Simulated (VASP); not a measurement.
# Si36W17 (a cell with a defect) in VASP: relaxation of the atoms with PBE

Aim: the relaxation of the atoms of Si36W17 (a cell with a defect) with PBE.

All numbers are computed with VASP 6.6.1; they aren't measurements. Logs are shortened: lines on timing, memory, paths and dates and some standing lists are left out, and cuts for length are marked.

### 1 The structure

The cell holds a defect, 53 atoms: a = 9.641 Å, b = 9.641 Å, c = 7.830 Å, α = 90.00°, β = 90.00°, γ = 90.00°.

### 2 Relaxation of the atoms, PBE

INCAR reads:

```
PREC     = Accurate       # precision mode
ENCUT    = 520            # plane-wave cutoff, eV
EDIFF    = 1E-6           # SCF threshold, eV
ISMEAR   = 1              # smearing method
SIGMA    = 0.1            # smearing width, eV
LREAL    = False          # projectors in reciprocal space
LASPH    = True           # aspherical terms in the spheres
NELM     = 60             # most SCF steps
ALGO     = Normal         # electronic algorithm
ISIF     = 2              # what is computed and relaxed
LWAVE    = False          # write WAVECAR
LCHARG   = False          # write CHGCAR
GGA      = PE             # functional
IBRION   = 2              # ionic algorithm
NSW      = 60             # ionic steps
EDIFFG   = -0.005         # ionic threshold
```

KPOINTS reads:

```
regular mesh
0
Gamma
  3 3 3
```

POSCAR reads:

```
Si36W17
1.0
    9.6414000000      0.0000000000      0.0000000000
    0.0000000000      9.6414000000      0.0000000000
    0.0000000000      0.0000000000      7.8299000000
Si W
36 17
Direct
    1.0000000000      0.0000000000      0.3347000000
    0.3333333333      0.0000000000      0.3347000000
    0.6666666667      0.0000000000      0.3347000000
    0.0000000000      0.3333333333      0.3347000000
    0.1666666667      0.1666666667      0.8347000000
    0.3333333333      0.3333333333      0.3347000000
    0.5000000000      0.1666666667      0.8347000000
    0.6666666667      0.3333333333      0.3347000000
    0.8333333333      0.1666666667      0.8347000000
    0.0000000000      0.6666666667      0.3347000000
    0.1666666667      0.5000000000      0.8347000000
    0.3333333333      0.6666666667      0.3347000000
    0.5000000000      0.5000000000      0.8347000000
    0.6666666667      0.6666666667      0.3347000000
    0.8333333333      0.5000000000      0.8347000000
    0.1666666667      0.8333333333      0.8347000000
    0.5000000000      0.8333333333      0.8347000000
    0.8333333333      0.8333333333      0.8347000000
    1.0000000000      0.0000000000      0.6653000000
    0.3333333333      0.0000000000      0.6653000000
    0.6666666667      1.0000000000      0.6653000000
    0.0000000000      0.3333333333      0.6653000000
    0.1666666667      0.1666666667      0.1653000000
    0.3333333333      0.3333333333      0.6653000000
    0.5000000000      0.1666666667      0.1653000000
    0.6666666667      0.3333333333      0.6653000000
    0.8333333333      0.1666666667      0.1653000000
    1.0000000000      0.6666666667      0.6653000000
    0.1666666667      0.5000000000      0.1653000000
    0.3333333333      0.6666666667      0.6653000000
    0.5000000000      0.5000000000      0.1653000000
    0.6666666667      0.6666666667      0.6653000000
    0.8333333333      0.5000000000      0.1653000000
    0.1666666667      0.8333333333      0.1653000000
    0.5000000000      0.8333333333      0.1653000000
    0.8333333333      0.8333333333      0.1653000000
    0.6666666667      0.0000000000      0.0000000000
    0.0000000000      0.3333333333      0.0000000000
    0.1666666667      0.1666666667      0.5000000000
    0.3333333333      0.3333333333      0.0000000000
    0.5000000000      0.1666666667      0.5000000000
    0.6666666667      0.3333333333      0.0000000000
    0.8333333333      0.1666666667      0.5000000000
    0.0000000000      0.6666666667      0.0000000000
    0.1666666667      0.5000000000      0.5000000000
    0.3333333333      0.6666666667      0.0000000000
    0.5000000000      0.5000000000      0.5000000000
    0.6666666667      0.6666666667      0.0000000000
    0.8333333333      0.5000000000      0.5000000000
    0.1666666667      0.8333333333      0.5000000000
    0.5000000000      0.8333333333      0.5000000000
    0.8333333333      0.8333333333      0.5000000000
    0.1666666666      0.0000000000      0.0000000000
```

Potentials or basis: VASP PAW PBE potentials, release 64 (Si, W_sv).

On the command line:

```
$ cat potpaw_PBE.64/Si/POTCAR potpaw_PBE.64/W_sv/POTCAR > POTCAR
$ mpirun -np 8 vasp_std > vasp.out
```

OUTCAR:

```text
PREC = Accurate
   ENCUT = 520
   EDIFF = 1E-6
   ISMEAR = 1
   LREAL = False
   LASPH = True
   NELM = 60
   ISIF = 2
   GGA = PE
   IBRION = 2
   NSW = 60
   EDIFFG = -0.005

 ion  position               nearest neighbor table
   1  0.000  0.000  0.335-  19 2.59  39 2.62  43 2.62  50 2.62  52 2.62  23 2.63  27 2.63  34 2.63
                            36 2.63  53 3.07
   2  0.333  0.000  0.335-  20 2.59  39 2.62  50 2.62  41 2.62  51 2.62  23 2.63  34 2.63  25 2.63
                            35 2.63  53 3.07
   3  0.667  0.000  0.335-  21 2.59  43 2.62  52 2.62  51 2.62  41 2.62  37 2.62  36 2.63  27 2.63
                            25 2.63  35 2.63
   4  0.000  0.333  0.335-  22 2.59  39 2.62  43 2.62  45 2.62  49 2.62  38 2.62  27 2.63  23 2.63
                            33 2.63  29 2.63
   5  0.167  0.167  0.835-  53 2.06  23 2.59  40 2.62  38 2.62  39 2.62  24 2.63  20 2.63  22 2.63
                            19 2.63
   6  0.333  0.333  0.335-  24 2.59  39 2.62  41 2.62  45 2.62  47 2.62  40 2.62  23 2.63  29 2.63
                            25 2.63  31 2.63
   7  0.500  0.167  0.835-  25 2.59  40 2.62  42 2.62  37 2.62  41 2.62  24 2.63  26 2.63  21 2.63
                            20 2.63
   8  0.667  0.333  0.335-  26 2.59  43 2.62  41 2.62  49 2.62  47 2.62  42 2.62  27 2.63  33 2.63
                            25 2.63  31 2.63
   9  0.833  0.167  0.835-  27 2.59  42 2.62  38 2.62  37 2.62  43 2.62  26 2.63  21 2.63  22 2.63
[... 41 lines left out ...]
  30  0.333  0.667  0.665-  12 2.59  50 2.62  45 2.62  51 2.62  47 2.62  46 2.62  16 2.63  17 2.63
                            11 2.63  13 2.63
  31  0.500  0.500  0.165-  13 2.59  40 2.62  42 2.62  46 2.62  48 2.62  47 2.62  12 2.63   6 2.63
                            14 2.63   8 2.63
  32  0.667  0.667  0.665-  14 2.59  52 2.62  51 2.62  49 2.62  47 2.62  48 2.62  18 2.63  15 2.63
                            17 2.63  13 2.63
  33  0.833  0.500  0.165-  15 2.59  42 2.62  48 2.62  44 2.62  38 2.62  49 2.62   8 2.63  14 2.63
                            10 2.63   4 2.63
  34  0.167  0.833  0.165-  53 2.06  16 2.59  46 2.62  44 2.62  50 2.62  12 2.63   2 2.63  10 2.63
                             1 2.63
  35  0.500  0.833  0.165-  17 2.59  46 2.62  48 2.62  37 2.62  51 2.62  14 2.63  12 2.63   3 2.63
                             2 2.63
  36  0.833  0.833  0.165-  18 2.59  48 2.62  44 2.62  37 2.62  52 2.62  14 2.63   3 2.63  10 2.63
                             1 2.63
  37  0.667  0.000  0.000-   9 2.62  18 2.62  27 2.62  36 2.62  25 2.62  17 2.62  35 2.62   7 2.62
                             3 2.62  21 2.62  42 3.21  48 3.21
  38  0.000  0.333  0.000-   5 2.62   9 2.62  23 2.62  27 2.62  11 2.62  15 2.62  29 2.62  33 2.62
                             4 2.62  22 2.62  40 3.21  42 3.21  44 3.21
  39  0.167  0.167  0.500-   6 2.62  24 2.62   2 2.62  20 2.62  22 2.62   4 2.62  19 2.62   1 2.62
                            23 2.62   5 2.62  41 3.21  45 3.21  43 3.21  50 3.21
  40  0.333  0.333  0.000-   5 2.62  23 2.62  11 2.62   7 2.62  25 2.62  29 2.62  13 2.62  31 2.62
                            24 2.62   6 2.62  38 3.21  42 3.21  46 3.21
  41  0.500  0.167  0.500-   6 2.62   8 2.62  24 2.62  26 2.62  20 2.62  21 2.62   2 2.62   3 2.62
                            25 2.62   7 2.62  39 3.21  43 3.21  47 3.21  51 3.21
  42  0.667  0.333  0.000-   9 2.62  27 2.62  15 2.62  25 2.62   7 2.62  33 2.62  31 2.62  13 2.62
                            26 2.62   8 2.62  37 3.21  38 3.21  40 3.21  48 3.21
  43  0.833  0.167  0.500-   8 2.62  26 2.62   3 2.62  21 2.62  22 2.62   4 2.62  19 2.62   1 2.62
                             9 2.62  27 2.62  41 3.21  49 3.21  39 3.21  52 3.21
  44  0.000  0.667  0.000-  16 2.62  18 2.62  34 2.62  36 2.62  29 2.62  33 2.62  11 2.62  15 2.62
                            10 2.62  28 2.62  46 3.21  48 3.21  38 3.21
  45  0.167  0.500  0.500-   6 2.62  12 2.62  24 2.62  30 2.62  22 2.62  10 2.62  28 2.62   4 2.62
                            29 2.62  11 2.62  39 3.21  47 3.21  50 3.21  49 3.21
  46  0.333  0.667  0.000-  16 2.62  34 2.62  17 2.62  29 2.62  11 2.62  35 2.62  13 2.62  31 2.62
                            30 2.62  12 2.62  44 3.21  40 3.21  48 3.21
  47  0.500  0.500  0.500-   6 2.62   8 2.62  12 2.62  14 2.62  24 2.62  26 2.62  30 2.62  32 2.62
                            31 2.62  13 2.62  41 3.21  45 3.21  49 3.21  51 3.21
  48  0.667  0.667  0.000-  18 2.62  36 2.62  15 2.62  33 2.62  35 2.62  17 2.62  31 2.62  13 2.62
                            32 2.62  14 2.62  37 3.21  44 3.21  42 3.21  46 3.21
  49  0.833  0.500  0.500-   8 2.62  14 2.62  26 2.62  32 2.62  22 2.62  10 2.62  28 2.62   4 2.62
                            15 2.62  33 2.62  43 3.21  47 3.21  52 3.21  45 3.21
  50  0.167  0.833  0.500-  12 2.62  30 2.62   2 2.62  20 2.62  28 2.62  10 2.62  19 2.62   1 2.62
                            16 2.62  34 2.62  45 3.21  51 3.21  39 3.21  52 3.21
  51  0.500  0.833  0.500-  12 2.62  14 2.62  30 2.62  32 2.62  20 2.62  21 2.62   2 2.62   3 2.62
                            17 2.62  35 2.62  47 3.21  50 3.21  52 3.21  41 3.21
  52  0.833  0.833  0.500-  14 2.62  32 2.62   3 2.62  21 2.62  28 2.62  10 2.62  19 2.62   1 2.62
                            18 2.62  36 2.62  49 3.21  51 3.21  50 3.21  43 3.21
  53  0.167  0.000  0.000-   5 2.06  16 2.06  23 2.06  34 2.06   1 3.07  19 3.07   2 3.07  20 3.07

  LATTYP: Found a simple tetragonal cell.
 ALAT       =     9.6414000000
 C/A-ratio  =     0.8121123488

[... 222 lines left out ...]
   NSW    =     60    number of steps for IOM
   IBRION =      2    ionic relax: 0-MD 1-quasi-New 2-CG
   NFREE  =      1    steps in history (QN), initial steepest desc. (CG)
   ISIF   =      2    stress and relaxation
   ISYM   =      2    0-nonsym 1-usesym 2-fastsym
   POTIM  = 0.5000    time-step for ionic-motion
   TEBEG  =    0.0;   TEEND  =   0.0 temperature during run
   PSTRESS=    0.0 pullay stress
   NELECT =     382.0000    total number of electrons
   NUPDOWN=      -1.0000    fix difference up-down
   EMIN   =  10.00;   EMAX   =-10.00  energy-range for DOS
   EFERMI =   0.00;   METHOD = LEGACY
   ISMEAR =     1;   SIGMA  =   0.10  broadening in eV -4-tet -1-fermi 0-gaus
   EFERMI_NEDOS =   21; number of points for ismear=-14 and -15
   IALGO  =     38    algorithm
   IMIX   =      4    mixing-type and parameters
     AMIX     =   0.40;   BMIX     =  1.00
     AMIX_MAG =   1.60;   BMIX_MAG =  1.00
  volume/ion in A,a.u.               =      13.73        92.67
  Fermi-wavevector in a.u.,A,eV,Ry     =   1.320537  2.495453 23.726073  1.743817
  Thomas-Fermi vector in A             =   2.450356
   LORBIT       =      0    0 simple, 1 ext, 2 COOP (PROOUT), +10 PAW based schemes
   GGA     = PE    functional components
   LHFCALC =     F    Hartree Fock is set to
   AEXX    =    0.0000 exact exchange contribution
   IVDW    =     0    specifies the selected vdW correction
   LEPSILON=     F    determine dielectric tensor
   LRPA    =     F    only Hartree local field effects (RPA)
 conjugate gradient relaxation of ions
 non-spin polarized calculation
 Methfessel and Paxton  Order N= 1 SIGMA  =   0.10
  energy-cutoff  :      520.00
  volume of cell :      727.84
 maximum number of plane-waves:     19636
 NGX is ok and might be reduce to    72
   NGX = 35   NGY = 35   NGZ = 29

--------------------------------------- Ionic step        1  -------------------------------------------

 number of electron     381.9999999 magnetization

 Free energy of the ion-electron system (eV)
  ---------------------------------------------------
  ext. energy  EPLUGINS =         0.00000000
  ---------------------------------------------------
  free energy    TOTEN  =      -418.29839798 eV

  energy without entropy =     -418.28902897  energy(sigma->0) =     -418.29527498

------------------------ aborting loop because EDIFF is reached ----------------------------------------

  FORCE on cell =-STRESS in cart. coord.  units (eV):
  Direction    XX          YY          ZZ          XY          YZ          ZX
  --------------------------------------------------------------------------------------
  -------------------------------------------------------------------------------------
  Total       18.8241078     44.0428191     41.7739356      0.0000000      0.0000000      0.0000000
  in kB       41.4370248     96.9503261     91.9558911      0.0000000      0.0000000      0.0000000
  external PRESSURE =      76.7810807 kB  Pullay stress =       0.0000000 kB
[... 242 lines left out ...]
  FREE ENERGIE OF THE ION-ELECTRON SYSTEM (eV)
  ---------------------------------------------------
  free  energy   TOTEN  =      -422.7753837945 eV

  energy  without entropy=     -422.7692466989  energy(sigma->0) =     -422.77333810

[... ionic steps 4 to 13 ...]

--------------------------------------- Ionic step       14  -------------------------------------------

 number of electron     382.0000022 magnetization

------------------------ aborting loop because EDIFF is reached ----------------------------------------
[... 169 lines left out ...]
--------------------------------------- Ionic step       16  -------------------------------------------

 number of electron     382.0000022 magnetization

 Free energy of the ion-electron system (eV)
  ---------------------------------------------------
  ext. energy  EPLUGINS =         0.00000000
  ---------------------------------------------------
  free energy    TOTEN  =      -423.36543674 eV

  energy without entropy =     -423.35790518  energy(sigma->0) =     -423.36292622

 E-fermi :  11.7272     XC(G=0): -12.3729

 val. band max:       11.7262185473   @ k =   0.3333   0.0000   0.0000
 cond. band min:      11.7420321204   @ k =   0.3333   0.0000   0.0000
 fundamental gap:      0.0158135731
 Fermi energy:        11.7271551675

 k-point     1 :       0.0000    0.0000    0.0000
  band No.  band energies     occupation
      1     -62.5339      2.00000
      2     -62.3112      2.00000
      3     -62.3084      2.00000
      4     -62.3061      2.00000
      5     -62.3033      2.00000
      6     -62.2754      2.00000
[... 1637 lines left out ...]
    202      12.7929     -0.00000
    203      12.8881     -0.00000
 [bands above 203 left out]

------------------------ aborting loop because EDIFF is reached ----------------------------------------

  FORCE on cell =-STRESS in cart. coord.  units (eV):
  Direction    XX          YY          ZZ          XY          YZ          ZX
  --------------------------------------------------------------------------------------
  -------------------------------------------------------------------------------------
  Total       22.5526699     18.2639249     25.6669835      0.0000000      0.0000000      0.0000000
  in kB       49.6446127     40.2039087     56.5000714      0.0000000      0.0000000      0.0000000
  external PRESSURE =      48.7828643 kB  Pullay stress =       0.0000000 kB
[... 68 lines left out ...]
  FREE ENERGIE OF THE ION-ELECTRON SYSTEM (eV)
  ---------------------------------------------------
  free  energy   TOTEN  =      -423.3654367374 eV

  energy  without entropy=     -423.3579051820  energy(sigma->0) =     -423.36292622

 reached required accuracy - stopping structural energy minimisation
```

Run time: 47 min. Hardware: 8 MPI ranks of Intel Xeon 6975P-C (Granite Rapids), shared host; peak memory 0.35 GiB.

Results:

| Quantity | Value |
| --- | --- |
| Free energy | -423.3654 eV |
| Energy gained by relaxing | 95.6 meV/atom |
| Ionic steps | 16 |
| Pressure after relaxing | 4.9 GPa |
| Largest force after relaxing | 0.004 eV/Å |
| Band gap on the k mesh | none (metal or under the smearing width) |

Forces on the atoms (eV/Å):
```
Si   0.000  0.000  0.003
Si   0.000  0.000  0.003
Si   0.000  0.000 -0.001
Si   0.000 -0.001  0.000
Si   0.000  0.001 -0.004
Si   0.000 -0.001  0.000
Si   0.000 -0.001 -0.001
Si   0.000  0.001 -0.001
Si   0.000 -0.001 -0.001
Si   0.000  0.001  0.000
Si   0.000  0.000 -0.002
Si   0.000  0.001  0.000
Si  -0.001  0.000  0.002
Si   0.000 -0.001 -0.001
Si   0.001  0.000  0.002
Si   0.000 -0.001 -0.004
Si   0.000  0.001 -0.001
Si   0.000  0.001 -0.001
Si   0.000  0.000 -0.003
Si   0.000  0.000 -0.003
Si   0.000  0.000  0.001
Si   0.000 -0.001  0.000
Si   0.000  0.001  0.004
Si   0.000 -0.001  0.000
Si   0.000 -0.001  0.001
Si   0.000  0.001  0.001
Si   0.000 -0.001  0.001
Si   0.000  0.001  0.000
Si   0.000  0.000  0.002
Si   0.000  0.001  0.000
Si  -0.001  0.000 -0.002
Si   0.000 -0.001  0.001
Si   0.001  0.000 -0.002
Si   0.000 -0.001  0.004
Si   0.000  0.001  0.001
Si   0.000  0.001  0.001
W    0.000  0.000  0.000
W    0.000  0.000  0.000
W    0.000  0.000  0.000
W    0.000  0.000  0.000
W    0.001  0.001  0.000
W    0.000  0.000  0.000
W   -0.001  0.001  0.000
W    0.000  0.000  0.000
W    0.000  0.000  0.000
W    0.000  0.000  0.000
W    0.002  0.000  0.000
W    0.000  0.000  0.000
W   -0.002  0.000  0.000
W    0.000  0.000  0.000
W    0.001 -0.001  0.000
W   -0.001 -0.001  0.000
W    0.000  0.000  0.000
```

Stress tensor (GPa, compression positive):
```
4.96 0.00 0.00
0.00 4.02 0.00
0.00 0.00 5.65
```

The path:
| step | energy change (eV) | largest force (eV/Å) | pressure (GPa) |
| --- | --- | --- | --- |
| 1 | 0.0000 | 8.3370 | 7.68 |
| 2 | -3.7761 | 3.0087 | 5.98 |
| 3 | -4.4770 | 0.8025 | 5.78 |
| 4 | -4.7956 | 0.5102 | 5.47 |
| 5 | -4.8747 | 0.6745 | 5.31 |
| 6 | -5.0052 | 0.2547 | 5.07 |
| 7 | -5.0149 | 0.3286 | 5.01 |
| 8 | -5.0557 | 0.1146 | 4.91 |
| 9 | -5.0588 | 0.1180 | 4.88 |
| 10 | -5.0659 | 0.0331 | 4.88 |
| 11 | -5.0660 | 0.0423 | 4.88 |
| 12 | -5.0668 | 0.0257 | 4.87 |
| 13 | -5.0668 | 0.0275 | 4.87 |
| 14 | -5.0670 | 0.0068 | 4.88 |
| 15 | -5.0670 | 0.0076 | 4.88 |
| 16 | -5.0670 | 0.0038 | 4.88 |

Final structure:
```cif
data_structure
_symmetry_space_group_name_H-M 'P 1'
_symmetry_Int_Tables_number 1
_cell_length_a 9.6414
_cell_length_b 9.6414
_cell_length_c 7.8299
_cell_angle_alpha 90.000
_cell_angle_beta 90.000
_cell_angle_gamma 90.000
_cell_volume 727.84
loop_
_atom_site_label
_atom_site_type_symbol
_atom_site_fract_x
_atom_site_fract_y
_atom_site_fract_z
_atom_site_occupancy
Si1 Si 0.01069 0.00000 0.32256 1
Si2 Si 0.32265 0.00000 0.32256 1
Si3 Si 0.66667 0.00000 0.33483 1
Si4 Si 0.99385 0.33732 0.33619 1
Si5 Si 0.16667 0.19611 0.81451 1
Si6 Si 0.33948 0.33732 0.33619 1
Si7 Si 0.49729 0.16093 0.83812 1
Si8 Si 0.66667 0.32550 0.33278 1
Si9 Si 0.83604 0.16093 0.83812 1
Si10 Si 0.99385 0.66268 0.33619 1
Si11 Si 0.16667 0.50000 0.83112 1
Si12 Si 0.33948 0.66268 0.33619 1
Si13 Si 0.50582 0.50000 0.83430 1
Si14 Si 0.66667 0.67450 0.33278 1
Si15 Si 0.82751 0.50000 0.83430 1
Si16 Si 0.16667 0.80389 0.81451 1
Si17 Si 0.49729 0.83907 0.83812 1
Si18 Si 0.83604 0.83907 0.83812 1
Si19 Si 0.01069 0.00000 0.67744 1
Si20 Si 0.32265 0.00000 0.67744 1
Si21 Si 0.66667 0.00000 0.66517 1
Si22 Si 0.99385 0.33732 0.66381 1
Si23 Si 0.16667 0.19611 0.18549 1
Si24 Si 0.33948 0.33732 0.66381 1
Si25 Si 0.49729 0.16093 0.16188 1
Si26 Si 0.66667 0.32550 0.66722 1
Si27 Si 0.83604 0.16093 0.16188 1
Si28 Si 0.99385 0.66268 0.66381 1
Si29 Si 0.16667 0.50000 0.16888 1
Si30 Si 0.33948 0.66268 0.66381 1
Si31 Si 0.50582 0.50000 0.16570 1
Si32 Si 0.66667 0.67450 0.66722 1
Si33 Si 0.82751 0.50000 0.16570 1
Si34 Si 0.16667 0.80389 0.18549 1
Si35 Si 0.49729 0.83907 0.16188 1
Si36 Si 0.83604 0.83907 0.16188 1
W1 W 0.66667 0.00000 0.00000 1
W2 W 0.99794 0.33610 0.00000 1
W3 W 0.16667 0.17272 0.50000 1
W4 W 0.33539 0.33610 0.00000 1
W5 W 0.49650 0.16282 0.50000 1
W6 W 0.66667 0.33239 0.00000 1
W7 W 0.83684 0.16282 0.50000 1
W8 W 0.99794 0.66390 0.00000 1
W9 W 0.16667 0.50000 0.50000 1
W10 W 0.33539 0.66390 0.00000 1
W11 W 0.50435 0.50000 0.50000 1
W12 W 0.66667 0.66761 0.00000 1
W13 W 0.82899 0.50000 0.50000 1
W14 W 0.16667 0.82728 0.50000 1
W15 W 0.49650 0.83718 0.50000 1
W16 W 0.83684 0.83718 0.50000 1
W17 W 0.16667 0.00000 0.00000 1
```

Spin-orbit coupling is left out, which matters for the levels of W.
